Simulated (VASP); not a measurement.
A run of VASP 6.6.1 is set up as follows.

INCAR

```
SYSTEM = Gd
PREC = Accurate
ENCUT = 520
EDIFF = 1E-7
ISMEAR = 1
SIGMA = 0.1
LREAL = .False.
LASPH = .True.
NELM = 150
ALGO = Normal
ISIF = 2
LWAVE = .False.
LCHARG = .False.
ISPIN = 2
MAGMOM = 7
LORBIT = 11
LMAXMIX = 6
GGA = RE
NBANDS = 19
```

Contents of KPOINTS:

```
Automatic mesh
0
Gamma
  6 6 6
  0 0 0
```

The input POSCAR:

```
Gd
1.0
    0.0000000000      2.5727234504      2.5727234504
    2.5727234504      0.0000000000      2.5727234504
    2.5727234504      2.5727234504      0.0000000000
Gd
1
Direct
    0.0000000000      0.0000000000      0.0000000000
```

Potentials or basis: VASP PAW PBE potentials, release 64 (Gd).

The run is started by

```console
$ cat potpaw_PBE.64/Gd/POTCAR > POTCAR
$ mpirun -np 1 vasp_std > vasp.out
```

What does it give for the band gap on the k mesh?

None (metal or under the smearing width).

What does it give for the net moment?

7.45 μB per cell.

Predict the site moments.

Gd +6.92 μB.

What does it give for the pressure?

0.0 GPa.

Caveat: the PAW data sets were made with another functional, which shifts forces and pressure a little; spin-orbit coupling is left out, which moves the levels of the heavy elements. The state reached can hang on the start; a lower one may exist.
